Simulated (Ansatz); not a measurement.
In doubt: masses and optical values from hybrid runs of this build are listed as unsure (in some of the runs), which bears on the screening that GW takes from such a start.

Sb2S3 (Stibnite), computed twice by G0W0.

```cif
data_structure
_symmetry_space_group_name_H-M 'P 1'
_symmetry_Int_Tables_number 1
_cell_length_a 11.3110
_cell_length_b 3.8389
_cell_length_c 11.2230
_cell_angle_alpha 90.000
_cell_angle_beta 90.000
_cell_angle_gamma 90.000
_cell_volume 487.32
loop_
_atom_site_label
_atom_site_type_symbol
_atom_site_fract_x
_atom_site_fract_y
_atom_site_fract_z
_atom_site_occupancy
Sb1 Sb 0.47061 0.25000 0.32595 1
Sb2 Sb 0.02939 0.75000 0.82595 1
Sb3 Sb 0.97061 0.25000 0.17405 1
Sb4 Sb 0.52939 0.75000 0.67405 1
Sb5 Sb 0.35059 0.75000 0.03602 1
Sb6 Sb 0.14941 0.25000 0.53602 1
Sb7 Sb 0.85059 0.75000 0.46398 1
Sb8 Sb 0.64941 0.25000 0.96398 1
S9 S 0.29214 0.25000 0.19181 1
S10 S 0.20786 0.75000 0.69181 1
S11 S 0.79214 0.25000 0.30819 1
S12 S 0.70786 0.75000 0.80819 1
S13 S 0.54980 0.75000 0.12300 1
S14 S 0.95020 0.25000 0.62300 1
S15 S 0.04980 0.75000 0.37700 1
S16 S 0.45020 0.25000 0.87700 1
S17 S 0.37510 0.75000 0.43890 1
S18 S 0.12490 0.25000 0.93890 1
S19 S 0.87510 0.75000 0.06110 1
S20 S 0.62490 0.25000 0.56110 1
```

The cell and positions come from the Crystallography Open Database and are kept as given unless a step says otherwise. Spin-orbit coupling is left out unless a run names it. PAW set soft_2, made with PBE.

The first (Ansatz 0.2.0; start HSE06, 2×4×2 mesh, 676 empty bands, screening to 72 eV; 1 × NVIDIA GB200 with 32 threads of Arm Neoverse V2, shared host) gave, on its mesh: starting gap 1.82 eV, G0W0 gap 1.85 eV, RPA ε∞ (mean) 8.83, 97 s.

**Question.** The second changes start from HSE06 to PBE and files from default PAW to hard PAW. What does it give?

It gave: starting gap 1.31 eV, G0W0 gap 1.61 eV, RPA ε∞ (mean) 11.74, 36 s. The G0W0 gap moves by −0.24 eV, −0.51 eV from the start and +0.27 eV from the correction. Σc changes by +0.02 eV at the valence top and +0.02 eV at the conduction bottom, and Σx − Vxc between them by +0.27 eV.

Limits: not at the basis limit; no spin-orbit coupling; coarse k mesh.

[Paths, hosts, dates, memory and timing lines, banners, echoed tables and standing remarks are left out of the program output.]

[Logs are printed without paths, hosts, clocks, repeated set-up lines and the standing remarks that a program may print on its own settings, such as how far it seeks lower states.]

[Runs of the session that timed out or met a known fault of the program may be left out.]

[Cells called generated may have been cut or substituted from an entry of the Crystallography Open Database or the Materials Project.]

[Hosts, paths, dates, database ids (printed as entryN), source tags and the programs' standing remarks are cut or masked in the printed files.]
